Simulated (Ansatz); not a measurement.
Runs of Ansatz 0.2.0 on SnTe. It takes space group Fm-3m (No. 225, cubic). The conventional cell has a = 6.302 Å, b = 6.302 Å, c = 6.302 Å, α = 90.00°, β = 90.00°, γ = 90.00°. Te (site symmetry m-3m) is surrounded by 6 Sn at 3.15 Å. Sn (site symmetry m-3m) has 6 Te at 3.15 Å as nearest neighbours. 

| task | level | k mesh | cutoff (eV) | smearing | basis error allowed | mesh quality | pressure (GPa) |
| --- | --- | --- | --- | --- | --- | --- | --- |
| band structure | revPBE | 7 × 7 × 7 | 185 | fermi-dirac 0.05 eV | 0.001 eV/atom | not flagged | (a) |
| elastic constants | PBE | 5 × 5 × 5 | 201 | fermi-dirac 0.05 eV | 0.001 eV/atom | not flagged | 2.2 |
| single point | PBE | 4 × 4 × 4 | 155 | fermi-dirac 0.04 eV | 0.004 eV/atom | coarse | 1.8 |
| band structure | PBEsol | 7 × 7 × 7 | 185 | fermi-dirac 0.05 eV | 0.001 eV/atom | not flagged | -0.4 |
| single point | PBE | 7 × 7 × 7 | 185 | gaussian 0.015 eV | 0.001 eV/atom | not flagged | 2.2 |

Alike in all rows: potentials or basis all-electron LAPW, scalar-relativistic; no spin polarisation; cell as given.

Question: Estimate the missing entries.

Answer: (a) 3.3.

Caveats: some runs use coarse meshes; a metal's response needs a denser mesh (some runs).
